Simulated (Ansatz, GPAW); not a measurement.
# A Sn chain with a Ti atom on top of one atom: relaxation, then transmission at several levels, part 3 of 4

How well does a Sn chain with a Ti atom on top of one atom conduct once its atoms have relaxed, and how much do cheaper levels lose?

GPAW 26.7.0 and Ansatz 0.2.0; Ansatz plane waves; relaxation of the junction with the lead ends held (the session's first sound run).

So far, transmission at the Fermi level (one spin): step 3 (plane waves, PBE) 1.09. Also open channels of the lead at the Fermi level (one spin): step 3 3.

## 4. GPAW, dzp

The script solves lead and junction separately, takes H and S in the orbital basis, and joins semi-infinite leads through their self-energies; the dzp basis is the working standard.

This step: GPAW LCAO, PAW setups; Landauer transmission from Green's functions with principal layers (ASE), zero bias (GPAW 26.7.0).

Contents of run.py:

```python
import json
import numpy as np
from ase import Atoms
from ase.transport.calculators import TransportCalculator
from gpaw import GPAW, FermiDirac
from gpaw.lcao.tools import get_lcao_hamiltonian
from scipy.linalg import eigh

# The junction with lead layers at both ends, along the third cell vector
device = Atoms(
    ['Sn', 'Sn', 'Sn', 'Sn', 'Sn', 'Sn', 'Sn', 'Ti', 'Sn', 'Sn', 'Sn', 'Sn', 'Sn', 'Sn'],
    positions=[
        [4.50000, 4.50000, 1.37500],
        [4.50000, 4.50000, 4.12500],
        [4.50000, 4.50000, 6.87500],
        [4.50000, 4.50000, 9.62500],
        [4.71304, 4.65930, 12.64185],
        [4.65984, 4.65395, 15.57279],
        [3.25078, 3.73385, 18.21733],
        [5.48979, 5.23390, 18.07308],
        [4.87611, 4.76352, 20.63870],
        [3.77712, 4.12695, 23.30035],
        [4.50000, 4.50000, 26.12500],
        [4.50000, 4.50000, 28.87500],
        [4.50000, 4.50000, 31.62500],
        [4.50000, 4.50000, 34.37500]],
    cell=[[9.0, 0.0, 0.0], [0.0, 9.0, 0.0], [0.0, 0.0, 35.75]],
    pbc=True)

# One principal layer of the lead: the first 3 atoms of the device
lead = Atoms(
    ['Sn', 'Sn', 'Sn'],
    positions=[
        [4.50000, 4.50000, 1.37500],
        [4.50000, 4.50000, 4.12500],
        [4.50000, 4.50000, 6.87500]],
    cell=[[9.0, 0.0, 0.0], [0.0, 9.0, 0.0], [0.0, 0.0, 8.25]],
    pbc=True)

settings = dict(mode='lcao', basis='dzp', xc='PBE', h=0.2,
                occupations=FermiDirac(0.1), maxiter=250,
                mixer=dict(beta=0.1, nmaxold=8, weight=100.0),
                convergence=dict(density=0.0001))
energies = np.arange(-2, 2 + 1e-9, 0.025)
eta = 0.0001
n1, n2 = 1, 1
# k and -k transmit alike, so half of the mesh across the current serves
mesh = [(i, j) for i in range(n1) for j in range(n2) if (i, j) <= (-i % n1, -j % n2)]
weights = np.array([1 if (i, j) == (-i % n1, -j % n2) else 2 for i, j in mesh]) / (n1 * n2)

# [... helper functions left out ...]
fermi_lead = ground_state(lead, (1, 1, 14), 'lead.txt')
fermi_device = ground_state(device, (1, 1, 2), 'device.txt')
# [... loop over the mesh left out, but for ...]
        # Shift the lead onto the potential of the device's first layer
        shift = ((H[:, 0, 0] - H0[:, 0, 0]) / S0[0, 0]).real.mean()
# [...]
kT = 8.617333e-5 * 300
bias = [0.1, 0.2, 0.5, 1.0, 1.5, 2.0]
# [... integrals and printing left out ...]
```

Started as:

```
$ OMP_NUM_THREADS=1 OPENBLAS_NUM_THREADS=1 python run.py
```

Numbers of over 12 decimals in the logs are rounded to 6 here.

Output:

```text
basis functions: device 328, principal layer 69
Fermi level: lead -2.9469 eV, device -2.7187 eV; lead shifted by 0.0101 eV
largest coupling past the next layer 3.84e-07 eV, largest misfit of the first layer 0.049 eV
  E-E_F (eV)   T (one spin)  channels
    -2.000    1.5914e-01    1.0000
    -1.975    1.7042e-01    1.0000
    -1.950    1.8205e-01    1.0000
    -1.925    1.9392e-01    1.0000
    -1.900    2.0589e-01    1.0000
    -1.875    2.1780e-01    1.0000
    -1.850    2.2942e-01    1.0000
    -1.825    2.4047e-01    1.0000
    -1.800    2.5064e-01    1.0000
    -1.775    2.5954e-01    1.0000
    -1.750    2.6668e-01    1.0000
    -1.725    2.7152e-01    1.0000
    -1.700    2.7343e-01    1.0000
    -1.675    2.7169e-01    1.0000
    -1.650    2.6554e-01    1.0000
    -1.625    2.5423e-01    1.0000
[...]
1.825    6.6032e-01    3.0000
     1.850    6.5828e-01    3.0000
     1.875    6.5173e-01    3.0000
     1.900    6.4222e-01    3.0000
     1.925    6.3618e-01    3.0000
     1.950    6.4820e-01    3.0000
     1.975    6.9718e-01    3.0000
     2.000    7.8746e-01    3.0000
conductance at 300 K: 1.0938 G0 a cell; thermopower -11.24 uV/K
current from the zero-bias T(E) at 0.1 V: 8.4758 uA
current from the zero-bias T(E) at 0.2 V: 16.958 uA
current from the zero-bias T(E) at 0.5 V: 42.364 uA
current from the zero-bias T(E) at 1.0 V: 90.431 uA
current from the zero-bias T(E) at 1.5 V: 154.73 uA
current from the zero-bias T(E) at 2.0 V: 207.35 uA
```

The job ended after 76 s (1 thread of Arm Neoverse V2, shared host; peak memory 1.2 GiB).

This step gave:

```yaml
conductance: 1.094 G₀
thermopower: -11.24 μV/K
largest_coupling_past_the_next_principal_layer: 3.84e-7 eV
largest_misfit_of_the_first_principal_layer: 0.04918 eV
shift_that_aligns_the_lead: 0.01014 eV
basis_functions_of_the_junction: 328
basis_functions_of_a_principal_layer: 69
transmission_at_the_fermi_level_one_spin: 1.093
```

One spin. The transmission, zone mean by energy, zero at the Fermi level:

energy (eV), transmission, zone mean and a bar:
```
   -2.000       0.16 ##
   -1.900       0.21 ###
   -1.800       0.25 ###
   -1.700       0.27 ####
   -1.600       0.24 ###
   -1.500       0.11 #
   -1.400       0.00 
   -1.300       0.05 #
   -1.200       0.17 ##
   -1.100       0.30 ####
   -1.000       0.41 #####
   -0.900       0.51 #######
   -0.800       0.67 #########
   -0.700       1.33 ##################
   -0.625       1.94 ##########################
   -0.600       1.82 ########################
   -0.500       1.38 ##################
   -0.400       0.77 ##########
   -0.300       0.59 ########
   -0.200       0.77 ##########
   -0.100       0.93 ############
    0.000       1.09 ##############
    0.100       1.26 #################
    0.200       1.42 ###################
    0.300       1.55 #####################
    0.400       1.65 ######################
    0.475       1.77 ########################
    0.500       1.67 ######################
    0.600       1.76 #######################
    0.700       1.96 ##########################
    0.800       2.20 #############################
    0.850       2.26 ##############################
    0.900       2.20 #############################
    1.000       1.77 ########################
    1.100       1.11 ###############
    1.200       0.67 #########
    1.300       0.55 #######
    1.400       0.54 #######
    1.500       0.55 #######
    1.600       0.59 ########
    1.700       0.63 ########
    1.800       0.66 #########
    1.900       0.64 ########
    2.000       0.79 ##########
```

Crossings of the lead's bands, unfolded to its shortest repeat. Open channels, zone mean against energy, zero at the Fermi level:

| energy (eV) | open channels, zone mean |
| --- | --- |
| -2.000 | 1 |
| -1.800 | 1 |
| -1.600 | 1 |
| -1.400 | 1 |
| -1.200 | 1 |
| -1.000 | 1 |
| -0.800 | 1 |
| -0.600 | 3 |
| -0.400 | 3 |
| -0.200 | 3 |
| 0.000 | 3 |
| 0.200 | 3 |
| 0.400 | 3 |
| 0.600 | 3 |
| 0.800 | 3 |
| 1.000 | 3 |
| 1.200 | 3 |
| 1.400 | 3 |
| 1.600 | 3 |
| 1.800 | 3 |
| 2.000 | 3 |

Not self-consistent under bias; the bias window is split evenly. Current through one cell, from the zero-bias transmission against bias:

| bias (V) | current through one cell, from the zero-bias transmission (μA) |
| --- | --- |
| 0.100 | 8.48 |
| 0.200 | 17.0 |
| 0.500 | 42.4 |
| 1.000 | 90.4 |
| 1.500 | 155 |
| 2.000 | 207 |

Transmission of the three most open eigenchannels against energy, zero at the Fermi level:

| energy (eV) | channel 1 | channel 2 | channel 3 |
| --- | --- | --- | --- |
| -2.000 | 0.159 | 0 | 0 |
| -1.900 | 0.206 | 0 | 0 |
| -1.800 | 0.251 | 0 | 0 |
| -1.700 | 0.273 | 0 | 0 |
| -1.600 | 0.237 | 0 | 0 |
| -1.500 | 0.113 | 0 | 0 |
| -1.400 | 0.00366 | 0 | 0 |
| -1.300 | 0.0484 | 0 | 0 |
| -1.200 | 0.173 | 0 | 0 |
| -1.100 | 0.296 | 0 | 0 |
| -1.000 | 0.405 | 0 | 0 |
| -0.900 | 0.508 | 1.1e-11 | 2.1e-12 |
| -0.800 | 0.673 | 2.4e-6 | 2.0e-7 |
| -0.700 | 0.885 | 0.417 | 0.0278 |
| -0.600 | 0.925 | 0.837 | 0.0598 |
| -0.500 | 0.946 | 0.315 | 0.118 |
| -0.400 | 0.368 | 0.217 | 0.184 |
| -0.300 | 0.341 | 0.180 | 0.0695 |
| -0.200 | 0.378 | 0.206 | 0.183 |
| -0.100 | 0.399 | 0.319 | 0.210 |
| 0.000 | 0.453 | 0.392 | 0.248 |
| 0.100 | 0.562 | 0.402 | 0.300 |
| 0.200 | 0.658 | 0.412 | 0.351 |
| 0.300 | 0.732 | 0.436 | 0.382 |
| 0.400 | 0.791 | 0.466 | 0.397 |
| 0.500 | 0.727 | 0.520 | 0.418 |
| 0.600 | 0.811 | 0.565 | 0.381 |
| 0.700 | 0.878 | 0.716 | 0.365 |
| 0.800 | 0.941 | 0.922 | 0.339 |
| 0.900 | 0.951 | 0.938 | 0.314 |
| 1.000 | 0.863 | 0.617 | 0.293 |
| 1.100 | 0.512 | 0.352 | 0.244 |
| 1.200 | 0.368 | 0.218 | 0.0845 |
| 1.300 | 0.367 | 0.155 | 0.0331 |
| 1.400 | 0.386 | 0.124 | 0.0258 |
| 1.500 | 0.417 | 0.109 | 0.0278 |
| 1.600 | 0.451 | 0.104 | 0.0326 |
| 1.700 | 0.487 | 0.102 | 0.0385 |
| 1.800 | 0.523 | 0.0894 | 0.0460 |
| 1.900 | 0.558 | 0.0582 | 0.0265 |
| 2.000 | 0.590 | 0.159 | 0.0383 |

At the Fermi level T is 1.09 against 1.09 in plane waves. Couplings past the next layer reach 3.8e-7 eV, small enough to drop; the matrix elements of the cell's first layer differ from the bulk lead's by up to 0.049 eV. That layer keeps its own values in the calculation, and only beyond it is the lead taken as perfect. The Fermi levels of lead and junction count from different zeros of potential, one for each periodic cell; with both set to zero, the small remaining shift is what aligns them. By hand: G = 1.094 × 77.48 μS = 84.7 μS, a resistance of 11.8 kΩ; at 0.1 V a linear junction would pass 8.47 μA, and the integral over the bias window gives 8.48 μA. Mott's formula, S = -(π²/3)(k_B²T/e) d ln T/dE, has the prefactor 7.33 μV/K·eV at 300 K; T = 1.051 at -0.025 eV and 1.136 at 0.025 eV give a slope of 1.55 per eV and S = -11.4 μV/K, beside -11.2 μV/K from the thermal integral, which interpolates the same grid.

## 5. GPAW, szp: basis = "szp(dzp)"

One radial function a shell plus polarisation makes the matrices smaller; the question is what that costs.

Edit run.py of step 4 so:

```diff
@@ -39,3 +39,3 @@
 
-settings = dict(mode='lcao', basis='dzp', xc='PBE', h=0.2,
+settings = dict(mode='lcao', basis='szp(dzp)', xc='PBE', h=0.2,
                 occupations=FermiDirac(0.1), maxiter=250,
```

Output:

```text
basis functions: device 198, principal layer 42
Fermi level: lead -3.2113 eV, device -2.9100 eV; lead shifted by 0.0078 eV
largest coupling past the next layer 3.63e-07 eV, largest misfit of the first layer 0.058 eV
  E-E_F (eV)   T (one spin)  channels
    -2.000    1.8216e-01    1.0000
    -1.975    1.9358e-01    1.0000
    -1.950    2.0510e-01    1.0000
[...]
1.975    6.1027e-01    3.0000
     2.000    5.9986e-01    3.0000
conductance at 300 K: 1.1129 G0 a cell; thermopower -11.1 uV/K
current from the zero-bias T(E) at 0.1 V: 8.6228 uA
current from the zero-bias T(E) at 0.2 V: 17.244 uA
current from the zero-bias T(E) at 0.5 V: 42.942 uA
current from the zero-bias T(E) at 1.0 V: 92.047 uA
current from the zero-bias T(E) at 1.5 V: 155.63 uA
current from the zero-bias T(E) at 2.0 V: 208.5 uA
```

Run time: 51 s. Hardware: 1 thread; peak memory 1.2 GiB.

Numbers from this step:

| Quantity | Value |
| --- | --- |
| conductance | 1.113 G₀ |
| thermopower | -11.10 μV/K |
| largest coupling past the next principal layer | 3.63e-7 eV |
| largest misfit of the first principal layer | 0.05779 eV |
| shift that aligns the lead | 0.007795 eV |
| basis functions of the junction | 198 |
| basis functions of a principal layer | 42 |
| transmission at the Fermi level (one spin) | 1.113 |

One spin. The transmission, zone mean by energy, zero at the Fermi level:

| energy (eV) | transmission, zone mean |
| --- | --- |
| -2.000 | 0.182 |
| -1.900 | 0.228 |
| -1.800 | 0.266 |
| -1.725 | 0.277 |
| -1.700 | 0.276 |
| -1.600 | 0.226 |
| -1.500 | 0.105 |
| -1.400 | 0.00452 |
| -1.300 | 0.0410 |
| -1.200 | 0.165 |
| -1.100 | 0.298 |
| -1.000 | 0.419 |
| -0.900 | 0.532 |
| -0.800 | 0.693 |
| -0.700 | 1.29 |
| -0.625 | 1.92 |
| -0.600 | 1.87 |
| -0.500 | 1.38 |
| -0.400 | 0.989 |
| -0.300 | 0.583 |
| -0.200 | 0.778 |
| -0.100 | 0.945 |
| 0.000 | 1.11 |
| 0.100 | 1.28 |
| 0.200 | 1.44 |
| 0.300 | 1.56 |
| 0.400 | 1.65 |
| 0.500 | 1.78 |
| 0.525 | 1.86 |
| 0.600 | 1.72 |
| 0.700 | 1.94 |
| 0.800 | 2.19 |
| 0.850 | 2.26 |
| 0.900 | 2.21 |
| 1.000 | 1.82 |
| 1.100 | 1.26 |
| 1.200 | 0.708 |
| 1.300 | 0.536 |
| 1.400 | 0.503 |
| 1.500 | 0.512 |
| 1.600 | 0.542 |
| 1.700 | 0.584 |
| 1.800 | 0.629 |
| 1.900 | 0.650 |
| 2.000 | 0.600 |

The conductance, 1.11 G₀, lies 1.8 % above that of the dzp run.

## 6. GPAW, sz: basis = "sz(dzp)"

The minimal basis is the cheapest rung: no second zeta and no polarisation.

Edit run.py of step 5 so:

```diff
@@ -39,3 +39,3 @@
 
-settings = dict(mode='lcao', basis='szp(dzp)', xc='PBE', h=0.2,
+settings = dict(mode='lcao', basis='sz(dzp)', xc='PBE', h=0.2,
                 occupations=FermiDirac(0.1), maxiter=250,
```

Output:

```text
basis functions: device 130, principal layer 27
Fermi level: lead -3.0929 eV, device -2.8092 eV; lead shifted by 0.0214 eV
largest coupling past the next layer 4.07e-07 eV, largest misfit of the first layer 0.077 eV
  E-E_F (eV)   T (one spin)  channels
    -2.000    1.6713e-01    1.0000
    -1.975    1.7610e-01    1.0000
    -1.950    1.8480e-01    1.0000
[...]
1.975    5.5046e-01    3.0000
     2.000    5.4991e-01    3.0000
conductance at 300 K: 1.1517 G0 a cell; thermopower -11.33 uV/K
current from the zero-bias T(E) at 0.1 V: 8.9225 uA
current from the zero-bias T(E) at 0.2 V: 17.838 uA
current from the zero-bias T(E) at 0.5 V: 44.306 uA
current from the zero-bias T(E) at 1.0 V: 96.097 uA
current from the zero-bias T(E) at 1.5 V: 161.52 uA
current from the zero-bias T(E) at 2.0 V: 217.27 uA
```

Run time: 37 s. Hardware: 1 thread; peak memory 1.1 GiB.

This step gave:

| Property | Result |
| --- | --- |
| conductance | 1.152 G₀ |
| thermopower | -11.33 μV/K |
| largest coupling past the next principal layer | 4.07e-7 eV |
| largest misfit of the first principal layer | 0.07716 eV |
| shift that aligns the lead | 0.02141 eV |
| basis functions of the junction | 130 |
| basis functions of a principal layer | 27 |
| transmission at the Fermi level (one spin) | 1.152 |

The conductance, 1.15 G₀, lies 5.3 % above that of the dzp run.

## 7. revPBE in the dzp basis: xc = "revPBE"

Back in the dzp basis, the functional changes from PBE to revPBE, to set the spread between functionals beside that between bases.

Edit run.py of step 6 so:

```diff
@@ -39,3 +39,3 @@
 
-settings = dict(mode='lcao', basis='sz(dzp)', xc='PBE', h=0.2,
+settings = dict(mode='lcao', basis='dzp', xc='revPBE', h=0.2,
                 occupations=FermiDirac(0.1), maxiter=250,
```

Output:

```text
basis functions: device 328, principal layer 69
Fermi level: lead -2.8676 eV, device -2.6365 eV; lead shifted by 0.0141 eV
largest coupling past the next layer 3.82e-07 eV, largest misfit of the first layer 0.050 eV
  E-E_F (eV)   T (one spin)  channels
    -2.000    1.5429e-01    1.0000
    -1.975    1.6519e-01    1.0000
    -1.950    1.7643e-01    1.0000
[...]
1.975    6.9608e-01    3.0000
     2.000    7.8500e-01    3.0000
conductance at 300 K: 1.0565 G0 a cell; thermopower -11.06 uV/K
current from the zero-bias T(E) at 0.1 V: 8.1879 uA
current from the zero-bias T(E) at 0.2 V: 16.386 uA
current from the zero-bias T(E) at 0.5 V: 41.001 uA
current from the zero-bias T(E) at 1.0 V: 86.979 uA
current from the zero-bias T(E) at 1.5 V: 150.37 uA
current from the zero-bias T(E) at 2.0 V: 203.3 uA
```

Run time: 72 s. Hardware: 1 thread; peak memory 1.2 GiB.

This step gave:

| Item | Value |
| --- | --- |
| conductance | 1.057 G₀ |
| thermopower | -11.06 μV/K |
| largest coupling past the next principal layer | 3.82e-7 eV |
| largest misfit of the first principal layer | 0.05034 eV |
| shift that aligns the lead | 0.01409 eV |
| basis functions of the junction | 328 |
| basis functions of a principal layer | 69 |
| transmission at the Fermi level (one spin) | 1.056 |

The conductance, 1.06 G₀, lies 3.4 % below that of the dzp run.

## 8. Without the relaxation: geometry = "as built"

The dzp basis with PBE on the structure as first built shows what the relaxation was worth.

Edit run.py of step 7 so:

```diff
@@ -16,8 +16,8 @@
         [4.50000, 4.50000, 9.62500],
-        [4.71304, 4.65930, 12.64185],
-        [4.65984, 4.65395, 15.57279],
-        [3.25078, 3.73385, 18.21733],
-        [5.48979, 5.23390, 18.07308],
-        [4.87611, 4.76352, 20.63870],
-        [3.77712, 4.12695, 23.30035],
+        [4.50000, 4.50000, 12.37500],
+        [4.50000, 4.50000, 15.12500],
+        [4.50000, 4.50000, 17.87500],
+        [6.88720, 4.50000, 17.87500],
+        [4.50000, 4.50000, 20.62500],
+        [4.50000, 4.50000, 23.37500],
         [4.50000, 4.50000, 26.12500],
@@ -39,3 +39,3 @@
 
-settings = dict(mode='lcao', basis='dzp', xc='revPBE', h=0.2,
+settings = dict(mode='lcao', basis='dzp', xc='PBE', h=0.2,
                 occupations=FermiDirac(0.1), maxiter=250,
```

Output:

```text
basis functions: device 328, principal layer 69
Fermi level: lead -2.9469 eV, device -2.6972 eV; lead shifted by 0.0103 eV
largest coupling past the next layer 3.84e-07 eV, largest misfit of the first layer 0.019 eV
  E-E_F (eV)   T (one spin)  [channel counts left out]
    -2.000    9.9875e-01
    -1.975    9.9896e-01
    -1.950    9.9913e-01
[...]
1.975    2.7295e+00
     2.000    2.7321e+00
conductance at 300 K: 2.1872 G0 a cell; thermopower 9.303 uV/K
current from the zero-bias T(E) at 0.1 V: 16.976 uA
current from the zero-bias T(E) at 0.2 V: 34.295 uA
current from the zero-bias T(E) at 0.5 V: 89.576 uA
current from the zero-bias T(E) at 1.0 V: 168.27 uA
current from the zero-bias T(E) at 1.5 V: 244.46 uA
current from the zero-bias T(E) at 2.0 V: 302.88 uA
```

Wall time 66 s (1 thread); peak memory 1.2 GiB.

This step gave:

| Item | Value |
| --- | --- |
| conductance | 2.187 G₀ |
| thermopower | 9.303 μV/K |
| largest coupling past the next principal layer | 3.84e-7 eV |
| largest misfit of the first principal layer | 0.01853 eV |
| shift that aligns the lead | 0.01035 eV |
| transmission at the Fermi level (one spin) | 2.188 |

The conductance, 2.19 G₀, lies 100 % above that of the dzp run.

## 9. All levels side by side

Times are wall times on the hardware named with each run. The series side by side:

| no. | run | conductance (G₀) | time | memory (GiB) |
| --- | --- | --- | --- | --- |
| 1 | pw PBE | 1.095 | 1.8 min | 3.8 |
| 2 | dzp | 1.094 | 76 s | 1.2 |
| 3 | szp | 1.113 | 51 s | 1.2 |
| 4 | sz | 1.152 | 37 s | 1.1 |
| 5 | dzp revPBE | 1.057 | 72 s | 1.2 |
| 6 | asbuilt | 2.187 | 66 s | 1.2 |

## 10. Comparison

The curves are compared point by point over the common energies.

This step: comparison of transmission and cost over codes, levels and geometry (GPAW 26.7.0).

Ladder, by row:

| step | code | T at the Fermi level (sum over the listed spins) | conductance (G0) | r.m.s. T(E) from the first | wall time (s) | peak memory (GiB) | threads |
| --- | --- | --- | --- | --- | --- | --- | --- |
| pw-pbe | Ansatz | 1.094 | 1.095 | 0 | 106.1 | 3.821 | 4 |
| dzp | GPAW | 1.093 | 1.094 | 0.0715 | 75.57 | 1.22 | 1 |
| szp | GPAW | 1.113 | 1.113 | 0.112 | 50.59 | 1.17 | 1 |
| sz | GPAW | 1.152 | 1.152 | 0.1806 | 36.99 | 1.11 | 1 |
| dzp-revPBE | GPAW | 1.056 | 1.057 | 0.08593 | 71.88 | 1.22 | 1 |
| asbuilt | GPAW | 2.188 | 2.187 | 1.18 | 66.36 | 1.22 | 1 |

Transmission, zone mean, sum over the listed spins against energy, zero at the Fermi level:

| energy (eV) | pw-pbe | dzp | szp | sz | dzp-revPBE | asbuilt |
| --- | --- | --- | --- | --- | --- | --- |
| -2.000 | 0.147 | 0.159 | 0.182 | 0.167 | 0.154 | 0.999 |
| -1.800 | 0.240 | 0.251 | 0.266 | 0.219 | 0.243 | 0.997 |
| -1.675 | 0.278 | 0.272 | 0.270 | 0.187 | 0.263 | 0.869 |
| -1.600 | 0.264 | 0.237 | 0.226 | 0.124 | 0.229 | 0.730 |
| -1.400 | 0.0176 | 0.00366 | 0.00452 | 0.0114 | 0.00294 | 0.985 |
| -1.200 | 0.157 | 0.173 | 0.165 | 0.253 | 0.176 | 0.993 |
| -1.000 | 0.393 | 0.405 | 0.419 | 0.499 | 0.409 | 0.996 |
| -0.850 | 0.914 | 0.676 | 0.663 | 0.719 | 0.631 | 0.995 |
| -0.800 | 0.838 | 0.673 | 0.693 | 1.09 | 0.678 | 0.977 |
| -0.650 | 1.85 | 1.82 | 1.73 | 1.90 | 1.88 | 2.28 |
| -0.625 | 1.96 | 1.94 | 1.92 | 1.75 | 1.92 | 2.34 |
| -0.600 | 1.85 | 1.82 | 1.87 | 1.57 | 1.74 | 2.39 |
| -0.400 | 0.650 | 0.769 | 0.989 | 1.37 | 0.584 | 2.60 |
| -0.200 | 0.784 | 0.768 | 0.778 | 0.784 | 0.752 | 2.62 |
| 0.000 | 1.09 | 1.09 | 1.11 | 1.15 | 1.06 | 2.19 |
| 0.200 | 1.42 | 1.42 | 1.44 | 1.49 | 1.37 | 2.25 |
| 0.400 | 1.66 | 1.65 | 1.65 | 1.76 | 1.58 | 1.26 |
| 0.475 | 1.79 | 1.77 | 1.74 | 1.88 | 1.64 | 1.32 |
| 0.600 | 1.76 | 1.76 | 1.72 | 1.80 | 1.61 | 1.62 |
| 0.800 | 2.18 | 2.20 | 2.19 | 2.26 | 2.13 | 1.93 |
| 0.825 | 2.22 | 2.24 | 2.24 | 2.27 | 2.19 | 1.92 |
| 0.850 | 2.24 | 2.26 | 2.26 | 2.26 | 2.24 | 1.90 |
| 1.000 | 1.75 | 1.77 | 1.82 | 1.75 | 1.89 | 1.84 |
| 1.200 | 0.735 | 0.671 | 0.708 | 0.922 | 0.724 | 2.23 |
| 1.400 | 0.635 | 0.536 | 0.503 | 0.447 | 0.552 | 2.52 |
| 1.600 | 0.699 | 0.587 | 0.542 | 0.457 | 0.598 | 2.65 |
| 1.800 | 0.731 | 0.658 | 0.629 | 0.529 | 0.668 | 2.70 |
| 2.000 | 1.12 | 0.787 | 0.600 | 0.550 | 0.785 | 2.73 |

[end of part 3 of 4]

[Logs are printed without paths, hosts, clocks, repeated set-up lines and the standing remarks that a program may print on its own settings, such as how far it seeks lower states.]

[Hosts, paths, dates, database ids (printed as entryN), source tags and the programs' standing remarks are cut or masked in the printed files.]
